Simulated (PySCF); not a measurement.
Isomers of C7H8O, mass 108.058 u with the commonest isotopes. Method used: PySCF 2.14.0, PBE0-D3(BJ)/def2-SVP geometry optimisation, gas phase. One conformer each, none proved a minimum here; rigid rotors.

Question: Order these by rotational constant C, largest first.
A. `[CH3:1][c:2]1[cH:3][cH:4][cH:5][cH:6][c:7]1[OH:8]` with C6–C7–O8–H 180° (o-cresol)
B. `[cH:1]1[cH:2][c:3]([CH:4]2[CH2:5][CH2:6]2)[cH:7][o:8]1` with C2–C3–C4–C5 36°
C. `C#CC1=C(C)COC1`
D. `[CH2:1]=[CH:2][CH2:3][c:4]1[cH:5][cH:6][o:7][cH:8]1` with C1–C2–C3–C4 120°, C2–C3–C4–C5 -57°

Answer: A (1329 MHz), B (1221 MHz), C (1185 MHz), D (1051 MHz).

Question: Order these by dipole moment, largest first.
A. `[cH:1]1[cH:2][c:3]([CH:4]2[CH2:5][CH2:6]2)[cH:7][o:8]1` with C2–C3–C4–C5 36°
B. `[CH2:1]=[CH:2][CH2:3][c:4]1[cH:5][cH:6][o:7][cH:8]1` with C1–C2–C3–C4 120°, C2–C3–C4–C5 -57°
C. `[CH3:1][O:2][c:3]1[cH:4][cH:5][cH:6][cH:7][cH:8]1` with C1–O2–C3–C4 180°
D. `[CH3:1][c:2]1[cH:3][cH:4][cH:5][cH:6][c:7]1[OH:8]` with C6–C7–O8–H 180°
E. `[CH2:1]=[C:2]([CH3:3])[c:4]1[cH:5][cH:6][o:7][cH:8]1` with C1–C2–C4–C5 0°

Answer: D (1.75 D), C (1.36 D), A (0.87 D), B (0.50 D), E (0.23 D).

Question: Order these by out-of-plane moment Σ m c² = (Ia + Ib − Ic)/2, largest first.
A. `[OH:1][CH2:2][c:3]1[cH:4][cH:5][cH:6][cH:7][cH:8]1` with H–O1–C2–C3 -56°, O1–C2–C3–C4 -29°
B. `[CH3:1][c:2]1[cH:3][cH:4][cH:5][cH:6][c:7]1[OH:8]` with C6–C7–O8–H 180° (o-cresol)
C. `CC1COCC=1C#C`
D. `[cH:1]1[cH:2][c:3]([CH:4]2[CH2:5][CH2:6]2)[cH:7][o:8]1` with C2–C3–C4–C5 36°
E. `[CH2:1]=[CH:2][CH2:3][c:4]1[cH:5][cH:6][o:7][cH:8]1` with C1–C2–C3–C4 120°, C2–C3–C4–C5 -57°

Answer: D (19.90 u·Å²), E (14.18 u·Å²), A (5.57 u·Å²), C (4.79 u·Å²), B (1.60 u·Å²).

```
        SMILES  point group  Ia (u·Å²)  Ib (u·Å²)  Ic (u·Å²)      κ  μa (D)  μb (D)  μc (D)
c1cc(C2CC2)co1           Cs      83.99     369.71     413.91  -0.94    0.85    0.20    0.00
    Cc1ccccc1O           Cs     153.97     229.45     380.22  -0.11    1.20    1.27    0.00
  Cc1cccc(O)c1            –     137.78     280.56     415.16  -0.52    0.87    1.44    0.05
    COc1ccccc1           Cs      99.89     321.55     418.20  -0.81    0.86    1.05    0.00
   C=CCc1ccoc1           C1      84.01     425.23     480.87  -0.94    0.47    0.03    0.15
C#CC1=C(C)COC1            –     154.91     281.29     426.63  -0.41    0.76    1.55    0.06
    OCc1ccccc1           C1     103.79     339.74     432.38  -0.83    0.92    0.59    0.84
  Cc1ccc(O)cc1            –      91.75     346.09     434.65  -0.86    0.14    1.33    0.05
 C=C(C)c1ccoc1           Cs     106.66     325.86     429.35  -0.79    0.23    0.00    0.00
```
